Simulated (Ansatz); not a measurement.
# The puckered SnTe bilayer (AB) between two gates, part 2 of 4

Aim: screening and gap of the neutral puckered SnTe bilayer (AB) between oppositely charged gates.

Ansatz 0.2.0; plane-wave DFT, PBE-D3(BJ), Ansatz PAW (the session's first sound run).

So far. Step 2 (Relaxing the slab): The lattice constant a goes from 4.570 to 4.739 Å.

## (3) Gated layer, displacement field 0, start network

The slab is cut off from its images along the normal. Two sheets of opposite charge stand for the gates, so the stack stays neutral in a displacement field; barriers ahead of the sheets keep electrons from leaking to them. The uncharged case sets the zero.

The cell differs from the one that the last finished run ended in (c 48.962 → 48.195 Å).

The input, input.yaml:

```yaml
crystal:
  lattice:
    - [4.7394522874, 0.0, 0.0]
    - [0.0, 4.5115505004, 0.0]
    - [0.0, 0.0, 48.1954179573]
  atoms:
    - { symbol: Sn, position: [0.0311575435, 0.0, 0.4059605819] }
    - { symbol: Te, position: [0.4694563091, 0.5, 0.4046027782] }
    - { symbol: Te, position: [0.9687417233, 0.0, 0.4663743694] }
    - { symbol: Sn, position: [0.530644424, 0.5, 0.4654666921] }
    - { symbol: Sn, position: [0.030644424, 0.5, 0.5345333079] }
    - { symbol: Te, position: [0.4687417233, 0.0, 0.5336256306] }
    - { symbol: Te, position: [0.9694563091, 0.5, 0.5953972218] }
    - { symbol: Sn, position: [0.5311575435, 0.0, 0.5940394181] }
  periodic: [true, true, false]
  symmetry: { detect: true }
kpoints:
  mp_grid: { grid: [16, 16, 1] }
  band_path:
    path:
      - [0, 0, 0]
      - [0.5, 0, 0]
      - [0.5, 0.5, 0]
      - [0, 0, 0]
      - [0, 0.5, 0]
      - [0.5, 0.5, 0]
    npoints: 16
hamiltonian:
  xc: pbe
  dispersion: d3bj
scf:
  occupations: { method: fermi_dirac, width: 0.02585 }
  convergence: { dr2_threshold: 1.0e-10 }
output:
  forces: true
  eigenvalues: true
  dos: { projected: true, e_range: [-3, 3], de: 0.01 }
  write_potential: true
  write_density: true
  volumetric_format: npy
  elf: true
external_charges:
  - { charge: 0, barrier: 10, axis: 3, height: 32.195, sigma: 0.25 }
  - { charge: 0, barrier: 10, axis: 3, height: 16.0, sigma: 0.25 }
```

On the command line:

```console
$ ansatz run input.yaml --threads 4 --pin off --max-ram 16384MiB --backend cpu --events-out ev --progress --plain --runs-dir out
```

Numbers of over 12 decimals in the logs are rounded to 6 here.

Log:

```text
[...]
Crystal: 8 atoms, lattice volume = 1030.528 Å³
Basis set: ecut = 420 eV, 20053 PW (Γ), exchange–correlation on 64×64×648 points (8 copies of the dense FFT grid, shifted against one another)
Bands: 72, of which v1, the nominal top of the filled ones, is band 60 counted from 1 (59 counted from 0)
Symmetry: 2 space group operations
k-points: 81 of 256 (time reversal used)
[...]
SCF iter   1: F=—  HF=-52021.145922 eV  |F-HF|=—  |Δ(HF+E_count)|=         —  Δρ=8.01e-4  dr2=2.89e-2  ethr=1.77e-3  ⟨swp⟩=19.6  Hψ=42222  notcnv=0  defer=55
[...]
SCF iter  12: F=-52021.146102 eV  HF=-52021.146102 eV  |F-HF|=1.16e-10  |Δ(HF+E_count)|=   2.82e-9  Δρ=5.87e-8  dr2=6.95e-11  ethr=1.00e-12  ⟨swp⟩=24.9  Hψ=48664  notcnv=0
[...]
SCF 1 converged in 12 iterations: F = -52021.146102 eV  dr2 = 6.95e-11
[...]
NSCF: frozen V_eff on 81 k-points
WARN: The output density's exchange-correlation potential varies sharply where the density is thin. Do not read a vacuum level from v_tot or v_xc, or from such a field of the output density. On a cell that repeats whose density bears no net charge and no dipole along the vacuum's axis use v_es (v_loc + v_h of the components); under efield.dipole_correction with no amplitude use v_es + v_field, which holds any externa [...]
SCF converged after 12 iterations
Free energy (F): -52021.146102 eV
[...]
Internal energy: -52021.146102 eV  (E = F + TS)
E sigma→0 (E₀):  -52021.146102 eV
Fermi energy:    -3.847546 eV
[...]
--- Forces (eV/Å), atoms and charges each counted from 1 ---
  atom   1  Sn    -0.00501134    -0.00000000     0.01769344
  atom   2  Te     0.00435952     0.00000000     0.01460806
  atom   3  Te     0.00773380     0.00000000    -0.00839470
  atom   4  Sn    -0.00708215    -0.00000000     0.00245053
  atom   5  Sn    -0.00708346    -0.00000000    -0.00245193
  atom   6  Te     0.00773449     0.00000000     0.00839748
  atom   7  Te     0.00436066     0.00000000    -0.01462676
  atom   8  Sn    -0.00501191    -0.00000000    -0.01770801
  external charge   1     0.00000000     0.00000000     0.02674714
  external charge   2     0.00000000     0.00000000    -0.02671595
  max |Σ_I F_I| component, the external charges' with the atoms': 6.97e-7 eV/Å
--- Band table (eV; the first three rows and the last of 81) ---
  k-point 0: bands = [... 56 lower, -5.8429, -5.6903, -4.9916, -4.8419, -3.2166, -1.8999, -1.5996, -1.5952, ... 8 higher]
  k-point 1: bands = [... 56 lower, -5.8009, -5.6592, -4.9885, -4.8357, -3.2258, -1.8632, -1.5714, -1.5199, ... 8 higher]
  k-point 2: bands = [... 56 lower, -5.6587, -5.5791, -4.9845, -4.8253, -3.2481, -1.8287, -1.6933, -1.4380, ... 8 higher]
  k-point 80: bands = [... 56 lower, -5.8543, -5.8543, -5.8446, -5.8446, -1.7998, -1.7998, -1.6417, -1.6417, ... 8 higher]
```

Run time: 7.3 min. Hardware: 4 threads of Arm Neoverse V1, shared host; peak memory 5.6 GiB; 29 min of CPU time.

Reading the cycles: dr2 is the Hartree energy of the density residual (eV), the measure of convergence; HF is the Harris–Foulkes estimate of the energy, which meets the free energy F at convergence.

This step gave:

- gap along the path: 0.7820 eV
- smallest direct gap along the path: 0.8756 eV
- gap, the smaller of path and mesh: 0.7820 eV
- potential beyond the upper barrier and gate, less the barrier, from the Fermi level: 3.848 eV

Running mean over a fixed 2.5 Å (it still follows the layers) of the planar mean; beyond a gate it holds the 10 eV model barrier. The electron's electrostatic potential energy less the Fermi level by z:

```
z (Å)  electron's electrostatic potential energy less the Fermi level (eV)
    4                                                                 13.8
    5                                                                 13.8
    6                                                                 13.8
    7                                                                 13.8
    8                                                                 13.8
    9                                                                 13.8
   10                                                                 13.8
   11                                                                 13.8
   12                                                                 13.8
   13                                                                 13.8
   14                                                                 13.8
   15                                                                 12.7
   16                                                                 8.84
   17                                                                 4.73
   18                                                                 1.42
   19                                                                -1.05
   20                                                                -1.50
   21                                                                -1.48
   22                                                                -1.56
   23                                                                -1.17
   24                                                               -0.410
   25                                                               -0.684
   26                                                                -1.78
   27                                                                -1.37
   28                                                                -1.22
   29                                                                -1.50
   30                                                                 1.01
   31                                                                 3.97
   32                                                                 8.06
   33                                                                 12.0
   34                                                                 13.8
   35                                                                 13.8
   36                                                                 13.8
   37                                                                 13.8
   38                                                                 13.8
   39                                                                 13.8
   40                                                                 13.8
   41                                                                 13.8
   42                                                                 13.8
   43                                                                 13.8
   44                                                                 13.8
```

The density of states has structure finer than the step of the table below, so its rows give means over 0.2 eV, whole bins alone (the curve runs from -3 to 2.38 eV). Peaks (eV: height): -2.58: 9.75, -2.20: 9.90, -1.99: 12.4, -1.14: 15.3, -0.98: 11.3, 0.64: 11.3, 2.23: 11.3.

The density of states by energy, zero at the Fermi level of the run, which the smearing sets inside the gap; means over each step:

energy (eV), density of states (states/eV a cell) and a bar:
```
     -2.8        6.1 ##################
     -2.6        7.3 ######################
     -2.4        6.6 ####################
     -2.2        8.0 ########################
     -2.0        9.8 ##############################
     -1.8        8.3 #########################
     -1.6        4.4 #############
     -1.4        5.7 #################
     -1.2        6.9 #####################
     -1.0        8.2 #########################
     -0.8        3.7 ###########
     -0.6        1.1 ###
     -0.4        0.1 
     -0.2        0.0 
      0.0        0.0 
      0.2        0.0 
      0.4        0.3 #
      0.6        5.8 ##################
      0.8        6.2 ###################
      1.0        5.1 ################
      1.2        5.5 #################
      1.4        5.9 ##################
      1.6        5.6 #################
      1.8        5.6 #################
      2.0        6.4 ####################
      2.2        8.9 ###########################
```

Projected DOS per atom over height of the atomic layer and energy from the Fermi level. Layers: SnTe SnTe SnTe SnTe from below.

Ten even steps from '_' (0.00 states/eV) to '@' (1.30 states/eV), each cell a mean:
```
%%####%%
**++++**
++====++
++++++++
++====++
++====++
++****++
--====--
________
________
________
________
........
********
********
++++++++
========
@@@@@@@@
########
********
##++++##
##++++##
```
Columns: height of the atomic layer (Å) from 19.5 to 28.7 (not evenly spaced); rows upwards: energy from the Fermi level (eV) from -2.98 to 2.37.

Electronic bands along the path, in eV, zero at the Fermi level of the run, which the smearing sets inside the gap:

```
  point  band 57  band 58  band 59  band 60  band 61  band 62  band 63  band 64
      Γ    -2.00    -1.84    -1.14    -0.99     0.63     1.95     2.25     2.25
halfway    -1.49    -1.42    -1.03    -1.01     0.74     1.17     1.59     1.66
      X    -0.92    -0.92    -0.64    -0.64     0.67     0.67     1.02     1.02
halfway    -1.95    -1.95    -1.61    -1.61     1.64     1.64     2.49     2.49
      S    -2.01    -2.01    -2.00    -2.00     2.05     2.05     2.21     2.21
halfway    -1.70    -1.55    -0.90    -0.72     0.69     0.78     1.25     1.55
      Γ    -2.00    -1.84    -1.14    -0.99     0.63     1.95     2.25     2.25
halfway    -1.54    -1.46    -1.05    -0.97     0.62     1.16     1.40     1.54
      Y    -1.31    -1.09    -0.97    -0.91     0.49     0.65     0.66     0.73
halfway    -2.17    -1.91    -1.80    -1.52     1.43     1.78     2.10     2.22
      S    -2.01    -2.01    -2.00    -2.00     2.05     2.05     2.21     2.21
```

Electrostatic potential energy in the ca plane at fractional y = 0.000, with atoms of Sn and Te within 0.2 Å of it. With pseudopotentials it is smooth inside the atoms' cores, unlike the true potential.

Ten even steps from '0' (-21 eV) to '9' (11 eV), each cell a mean:
```
99999999999987666653027501420899404666666666
99999999999987666655200014540376025666666666
99999999999987666665532345553000145666555566
99999999999987666666555555655433456655323455
99999999999987666666666666666555566652000145
99999999999987666666666666666666666530597024
99999999999987666666666666666666666520999314
99999999999987666666655566666666666530798114
99999999999987666665554455666656666541021035
99999999999987666655421134555544566654211355
99999999999987666654102003553100256665555566
99999999999987666653059811440143035666666666
99999999999987666653079920430799315666666666
```
Columns run along c (16.0 Å, from fractional 0.24 to 0.57 of the cell; values clipped at the 3rd and 97th percentile), rows up along a (4.7 Å). Atoms in or near the plane, at fractional coordinates: Sn at (0.41, 0.03), Te at (0.47, 0.97), Te at (0.53, 0.47).

ELF in the ca plane at fractional y = 0.000, with atoms of Sn and Te within 0.2 Å of it. It is the smooth field of the valence electrons, not physical close to the nuclei.

Ten even steps from '0' (0.00) to '9' (0.73), each cell a mean:
```
00000000000000015998520134785110489400000000
00000000000000003698654444686423687201222210
00000000000000001357765443477666784125777642
00000000000000000013444321257888751158988875
00000000000000000000111100024665411488756787
00000000000000000000000000001222101797312588
00000000000000000000000000000000002796110478
00000000000000000000111110000111001686201478
00000000000000000011233221113455311487545677
00000000000000000134444332347888851158777774
00000000000000001466542333578777884125777642
00000000000000013787510034697534797201344310
00000000000000015897510024786200489400011000
```
Columns run along c (16.0 Å, from fractional 0.24 to 0.57 of the cell), rows up along a (4.7 Å). Atoms in or near the plane, at fractional coordinates: Sn at (0.41, 0.03), Te at (0.47, 0.97), Te at (0.53, 0.47).

Valence density in the ca plane at fractional y = 0.000, with atoms of Sn and Te within 0.2 Å of it. It is the smooth field of the valence electrons, not physical close to the nuclei.

Ten steps, logarithmic in the rise over the least value, from '0' (0 e/Å³) to '9' (16 e/Å³), each cell a mean:
```
00000000000000000002368752224899631000000000
00000000000000000001235431123677421000000000
00000000000000000000122211112344311000111100
00000000000000000000011100011222110011222211
00000000000000000000000000000111000012454321
00000000000000000000000000000000000124787532
00000000000000000000000000000000000125899632
00000000000000000000000000000000000124798532
00000000000000000000011100000010000113565321
00000000000000000000123211011121110012233211
00000000000000000001246532112333211001111100
00000000000000000002478853223576421000000000
00000000000000000012479963224899631000000000
```
Columns run along c (16.0 Å, from fractional 0.24 to 0.57 of the cell), rows up along a (4.7 Å). Atoms in or near the plane, at fractional coordinates: Sn at (0.41, 0.03), Te at (0.47, 0.97), Te at (0.53, 0.47).

The gap, the smaller of path and mesh, is 0.782 eV.

## (4) Gated layer, displacement field 0.905 V/nm

input.yaml, as its differences from that of step 3:

```diff
@@ -36,3 +36,2 @@
   eigenvalues: true
-  dos: { projected: true, e_range: [-3, 3], de: 0.01 }
   write_potential: true
@@ -40,5 +39,6 @@
   volumetric_format: npy
-  elf: true
 external_charges:
   - { charge: 0, barrier: 10, axis: 3, height: 32.195, sigma: 0.25 }
+  - { charge: -0.010691, axis: 3, height: 33.695, sigma: 0.5 }
   - { charge: 0, barrier: 10, axis: 3, height: 16.0, sigma: 0.25 }
+  - { charge: 0.010691, axis: 3, height: 14.5, sigma: 0.5 }
```

Log:

```text
[...]
Crystal: 8 atoms, lattice volume = 1030.528 Å³
Basis set: ecut = 420 eV, 20053 PW (Γ), exchange–correlation on 64×64×648 points (8 copies of the dense FFT grid, shifted against one another)
Bands: 72, of which v1, the nominal top of the filled ones, is band 60 counted from 1 (59 counted from 0)
Symmetry: 2 space group operations
k-points: 81 of 256 (time reversal used)
[...]
SCF iter  17: F=-52021.142671 eV  HF=-52021.142671 eV  |F-HF|=1.02e-10  |Δ(HF+E_count)|=  4.37e-11  Δρ=1.77e-8  dr2=7.28e-12  ethr=1.00e-12  ⟨swp⟩=22.5  Hψ=44694  notcnv=0
[...]
SCF 1 converged in 17 iterations: F = -52021.142671 eV  dr2 = 7.28e-12
[...]
SCF converged after 17 iterations
Free energy (F): -52021.142671 eV
[...]
Internal energy: -52021.142671 eV  (E = F + TS)
E sigma→0 (E₀):  -52021.142671 eV
Fermi energy:    -3.847396 eV
[...]
--- Forces (eV/Å), atoms and charges each counted from 1 ---
  atom   1  Sn    -0.00628846    -0.00000000     0.03115762
  atom   2  Te     0.00271917     0.00000000     0.00113047
  atom   3  Te     0.00890030     0.00000000    -0.02344620
  atom   4  Sn    -0.00519682    -0.00000000     0.01867101
  atom   5  Sn    -0.00898879    -0.00000000     0.01343325
  atom   6  Te     0.00657664     0.00000000    -0.00698365
  atom   7  Te     0.00600707     0.00000000    -0.02757022
  atom   8  Sn    -0.00372905    -0.00000000    -0.00370296
  external charge   1     0.00000000     0.00000000     0.02542479
  external charge   2     0.00000000     0.00000000    -0.00048422
  external charge   3     0.00000000     0.00000000    -0.02811297
  external charge   4     0.00000000     0.00000000     0.00048295
  max |Σ_I F_I| component, the external charges' with the atoms': 1.21e-7 eV/Å
--- Band table (eV; the first three rows and the last of 81) ---
  k-point 0: bands = [... 56 lower, -5.8419, -5.6897, -4.9945, -4.8400, -3.2177, -1.9006, -1.6085, -1.5873, ... 8 higher]
  k-point 1: bands = [... 56 lower, -5.8010, -5.6583, -4.9911, -4.8339, -3.2269, -1.8638, -1.5736, -1.5193, ... 8 higher]
  k-point 2: bands = [... 56 lower, -5.6616, -5.5771, -4.9865, -4.8239, -3.2492, -1.8292, -1.6945, -1.4402, ... 8 higher]
  k-point 80: bands = [... 56 lower, -5.8766, -5.8616, -5.8328, -5.8285, -1.8159, -1.7850, -1.6682, -1.6166, ... 8 higher]
```

Wall time 8.1 min (4 threads); peak memory 4.3 GiB.

Numbers from this step:

* gap along the path: 0.7757 eV
* smallest direct gap along the path: 0.8719 eV
* gap, the smaller of path and mesh: 0.7757 eV
* potential beyond the upper barrier and gate, less the barrier, from the Fermi level: 4.194 eV

The electronic bands at the labelled points (eV, zero at the Fermi level of the run, which the smearing sets inside the gap):

```
  point  band 57  band 58  band 59  band 60  band 61  band 62  band 63  band 64
      Γ    -1.99    -1.84    -1.15    -0.99     0.63     1.95     2.24     2.26
halfway    -1.49    -1.42    -1.03    -1.01     0.74     1.16     1.59     1.66
      X    -0.93    -0.92    -0.65    -0.62     0.66     0.67     1.01     1.03
halfway    -1.96    -1.95    -1.62    -1.61     1.63     1.65     2.47     2.50
      S    -2.03    -2.01    -1.99    -1.98     2.03     2.06     2.18     2.23
halfway    -1.70    -1.55    -0.90    -0.72     0.69     0.78     1.25     1.54
      Γ    -1.99    -1.84    -1.15    -0.99     0.63     1.95     2.24     2.26
halfway    -1.55    -1.46    -1.05    -0.96     0.62     1.16     1.40     1.54
      Y    -1.31    -1.10    -0.97    -0.91     0.49     0.64     0.66     0.73
halfway    -2.17    -1.91    -1.80    -1.52     1.43     1.78     2.09     2.22
      S    -2.03    -2.01    -1.99    -1.98     2.03     2.06     2.18     2.23
```

The gap, the smaller of path and mesh, is 0.776 eV.

## (5) Gated layer, displacement field 1.81 V/nm

input.yaml, as its differences from that of step 4:

```diff
@@ -41,4 +41,4 @@
   - { charge: 0, barrier: 10, axis: 3, height: 32.195, sigma: 0.25 }
-  - { charge: -0.010691, axis: 3, height: 33.695, sigma: 0.5 }
+  - { charge: -0.021382, axis: 3, height: 33.695, sigma: 0.5 }
   - { charge: 0, barrier: 10, axis: 3, height: 16.0, sigma: 0.25 }
-  - { charge: 0.010691, axis: 3, height: 14.5, sigma: 0.5 }
+  - { charge: 0.021382, axis: 3, height: 14.5, sigma: 0.5 }
```

Log:

```text
[...]
Crystal: 8 atoms, lattice volume = 1030.528 Å³
Basis set: ecut = 420 eV, 20053 PW (Γ), exchange–correlation on 64×64×648 points (8 copies of the dense FFT grid, shifted against one another)
Bands: 72, of which v1, the nominal top of the filled ones, is band 60 counted from 1 (59 counted from 0)
Symmetry: 2 space group operations
k-points: 81 of 256 (time reversal used)
[...]
--- Band table (eV; the first three rows and the last of 81) ---
  k-point 0: bands = [... 56 lower, -5.8390, -5.6878, -5.0027, -4.8347, -3.2212, -1.9029, -1.6202, -1.5788, ... 8 higher]
  k-point 1: bands = [... 56 lower, -5.8014, -5.6557, -4.9987, -4.8290, -3.2303, -1.8655, -1.5800, -1.5181, ... 8 higher]
  k-point 2: bands = [... 56 lower, -5.6694, -5.5720, -4.9922, -4.8201, -3.2526, -1.8309, -1.6982, -1.4465, ... 8 higher]
  k-point 80: bands = [... 56 lower, -5.8999, -5.8796, -5.8134, -5.8123, -1.8332, -1.7715, -1.6959, -1.5928, ... 8 higher]
[key lines of the parts left out:]
SCF converged after 16 iterations
Free energy (F): -52021.132380 eV
Fermi energy:    -3.847241 eV
```

It took 8.2 min on 4 threads; peak memory 4.3 GiB; 32 min of CPU time.

The gap, the smaller of path and mesh, is 0.756 eV.

(Continued in part 3 of 4.)

[Logs are printed without paths, hosts, clocks, repeated set-up lines and the standing remarks that a program may print on its own settings, such as how far it seeks lower states.]

[Hosts, paths, dates, database ids (printed as entryN), source tags and the programs' standing remarks are cut or masked in the printed files.]

[Maps of the electrostatic potential energy from Ansatz leave out the sawtooth potential of an applied field or a dipole correction, so their vacuum need not be flat; planar profiles and work functions include it.]

[The density of states shown here was stored with 400 of the rows of the run's finer table, so its peaks can read low, often by over a quarter, or be missed, and its means over a window can be off by a tenth or more.]
